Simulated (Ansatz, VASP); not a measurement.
Given: the input of a run of Ansatz 0.2.0 on TiAl3.

input.yaml

```yaml
crystal:
  lattice:
    - [4.0077255254, 0.0, 0.0]
    - [0.0, 4.0077255254, 0.0]
    - [0.0, 0.0, 4.0077255254]
  atoms:
    - { symbol: Ti, position: [0.0, 0.0, 0.0] }
    - { symbol: Al, position: [0.0, 0.5, 0.5] }
    - { symbol: Al, position: [0.5, 0.0, 0.5] }
    - { symbol: Al, position: [0.5, 0.5, 0.0] }
hamiltonian:
  xc: pbesol
  pseudopotentials: { kind: paw }
kpoints:
  mp_grid: { grid: [7, 7, 7] }
scf:
  occupations: { method: fermi_dirac, width: 0.05 }
output:
  forces: true
  stress: true
  eigenvalues: true
```

Potentials or basis: Ansatz PAW.

Run with:

```sh
$ ansatz run input.yaml --threads 1 --pin off --max-ram 3584MiB --backend cpu --events-out ev --progress --plain --runs-dir out
```

Task: Set up the same calculation for VASP 6.6.1. Potentials there: VASP PAW PBE potentials, release 64 (Ti_sv, Al).

Result: As run (the cutoff follows the program's own potentials):

The input INCAR:

```
ALGO     = Normal         # electronic algorithm
EDIFF    = 1E-7           # SCF threshold, eV
ENCUT    = 520            # plane-wave cutoff, eV
GGA      = PS             # functional
ISIF     = 2              # what is computed and relaxed
ISMEAR   = -1             # smearing method
LASPH    = T              # aspherical terms in the spheres
LCHARG   = F              # write CHGCAR
LREAL    = F              # projectors in reciprocal space
LWAVE    = F              # write WAVECAR
NBANDS   = 18             # bands
NELM     = 80             # most SCF steps
PREC     = Accurate       # precision mode
SIGMA    = 0.05           # smearing width, eV
```

The input KPOINTS:

```
k-points
0
Gamma
  7 7 7
```

POSCAR

```
TiAl3
1.0
    4.0077255254      0.0000000000      0.0000000000
    0.0000000000      4.0077255254      0.0000000000
    0.0000000000      0.0000000000      4.0077255254
Ti Al
1 3
Direct
    0.0000000000      0.0000000000      0.0000000000
    0.0000000000      0.5000000000      0.5000000000
    0.5000000000      0.0000000000      0.5000000000
    0.5000000000      0.5000000000      0.0000000000
```

Potentials or basis: VASP PAW PBE potentials, release 64 (Ti_sv, Al).

The run is started by

```console
$ cat potpaw_PBE.64/Ti_sv/POTCAR potpaw_PBE.64/Al/POTCAR > POTCAR
$ mpirun -np 1 vasp_std > vasp.out
```

Both were run:

|  | VASP | Ansatz | Ansatz less VASP |
| --- | --- | --- | --- |
| gap on the k mesh at the Fermi level (eV) | none | none | - |
| pressure (GPa) | -4.5 | -4.5 | -0.10 |

A gap of «none» marks a metal or a gap that the smearing closes. With one functional, cell and mesh, what is left measures potentials, basis and numerics.

Caveats: the PAW data sets were made with another functional, which shifts forces and pressure a little (VASP); the PAW data sets come from PBE, with cores solved anew for the run's functional, which leaves a small shift of forces and pressure (Ansatz).
